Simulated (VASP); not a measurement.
SiC, 8 atoms in the cell. Symmetry: P6_3mc, No. 186, hexagonal system. The conventional cell has a = 3.076 Å, b = 3.076 Å, c = 10.071 Å, α = 90.00°, β = 90.00°, γ = 120.00°. Around Si (site symmetry 3m) lie 4 C at 1.88 to 1.89 Å. Around Si (site symmetry 3m) lie 4 C at 1.88 to 1.89 Å. C (site symmetry 3m) is surrounded by 4 Si at 1.88 to 1.89 Å. C (site symmetry 3m) has 4 Si at 1.88 to 1.89 Å as nearest neighbours. The cell is a database's computed one.

* Program: VASP 6.6.1
* Task: relaxation of cell and atoms
* Functional: PBEsol
* Potentials or basis: VASP PAW PBE potentials, release 64 (Si, C)
* Cutoff: 600 eV
* k mesh: 12 × 12 × 3
* Occupations: gaussian, width 0.03 eV
* Spin: no spin polarisation
* Further INCAR settings: ALGO = Normal; EDIFF = 1e-06; IBRION = 2; EDIFFG = -0.01; NSW = 90; ISIF = 3

Potentials or basis: VASP PAW PBE potentials, release 64 (Si, C).

Launch:

```console
$ cat potpaw_PBE.64/Si/POTCAR potpaw_PBE.64/C/POTCAR > POTCAR
$ mpirun -np 2 vasp_std > vasp.out
```

Hardware: 2 MPI ranks on Intel(R) Xeon(R) Platinum 8488C (Sapphire Rapids), on a shared host.

Q: Estimate the wall time of this run.

A: It took 61 s on 2 MPI ranks on Intel(R) Xeon(R) Platinum 8488C (Sapphire Rapids) (shared host), peak memory 0.26 GiB a rank. Counts: scf iterations 24, k points 38, ion steps 3.
